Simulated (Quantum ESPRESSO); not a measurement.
**V in Quantum ESPRESSO: the effect of functional**

Crystal: V.

```xyz
1
Lattice="-1.5144 1.5144 1.5144 1.5144 -1.5144 1.5144 1.5144 1.5144 -1.5144" Properties=species:S:1:pos:R:3 pbc="T T T"
V     0.0000    0.0000    0.0000
```

Alike in all runs:

```yaml
Program: Quantum ESPRESSO 7.5
Task: phonons
Cutoff: 1143 eV
Density_cutoff: 4572 eV
k_mesh: 8 × 8 × 8
Occupations: cold, width 0.2 eV
Spin: collinear spin, ferromagnetic start
Starting_moments: "[2.0] μB"
```

Each run relaxes the cell or the atoms first.

```csv
functional,potentials or basis,relaxed volume (Å³/atom),highest phonon frequency (cm⁻¹)
LDA,PseudoDojo 0.4.1 SR LDA standard,12.49,329
PBE,PseudoDojo 0.4.1 SR PBE standard,13.38,315
PBEsol,PseudoDojo 0.4.1 SR PBEsol standard,?,?
revPBE,PseudoDojo 0.4.1 SR PBE standard,13.62,310
BLYP,PseudoDojo 0.4.1 SR PBE standard,13.79,606
RPBE,PseudoDojo 0.4.1 SR PBE standard,13.71,308
```

Task: What does the run with functional PBEsol give?

Result: Relaxed volume 12.88 Å³/atom; highest phonon frequency 325 cm⁻¹.

Caveats: all runs use coarse meshes; the mesh is thin for the phonons of a metal; the potentials were made for another functional, which shifts forces and pressure (some runs).
